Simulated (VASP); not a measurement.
**TiC: single point with PBEsol**

Crystal: TiC.

```
Ti C
1.0
     0.00000    2.16400    2.16400
     2.16400    0.00000    2.16400
     2.16400    2.16400    0.00000
Ti C
1 1
Cartesian
  0.0000 0.0000 0.0000
  1.8640 2.1640 2.1640
```

The cell isn't the ideal one: atom 2 (C) moved by (-0.300, +0.000) A along x and y.

```yaml
Program: VASP 6.6.1
Task: single point
Functional: PBEsol
Potentials_or_basis: VASP PAW PBE potentials, release 64 (Ti_sv, C)
Cutoff: 520 eV
k_mesh: 18 × 18 × 18
Occupations: gaussian, width 0.15 eV
Spin: no spin polarisation
Dipole_correction: no
Further_INCAR_settings: ALGO = Fast; EDIFF = 1e-06; NBANDS = 15
```

```
Pressure               : 5.8 GPa
Largest force          : 3.500 eV/Å
Band gap on the k mesh : none (metal or under the smearing width)
```

Forces on the atoms (eV/Å):
```
Ti  -3.500  0.000  0.000
C    3.500  0.000  0.000
```

Stress tensor (GPa, compression positive):
```
26.58  0.00  0.00
 0.00 -4.53  0.00
 0.00  0.00 -4.53
```

Levels at points of the mesh, in eV from the Fermi level:
```tsv
k point	band 4	band 5	band 6	band 7	band 8	band 9	band 10	band 11	band 12	band 13
(0.00, 0.00, 0.00)	-32.38	-12.25	-0.61	-0.61	-0.49	0.74	1.81	3.34	3.34	4.75
(0.50, 0.00, 0.00)	-32.44	-8.84	-5.78	-2.80	-2.69	2.81	3.03	4.22	6.58	7.74
(0.50, 0.50, 0.00)	-32.55	-9.89	-3.43	-2.91	-0.43	1.62	3.57	3.57	3.66	5.89
(0.00, 0.50, 0.50)	-32.56	-9.91	-3.05	-1.66	0.01	0.01	2.85	3.58	3.58	5.05
```

Run time: 2.8 min on 1 thread of Intel(R) Xeon(R) Platinum 8375C CPU @ 2.90GHz (Ice Lake), on a shared host, peak memory 0.26 GiB.

Caveat: the PAW data sets were made with another functional, which shifts forces and pressure a little.
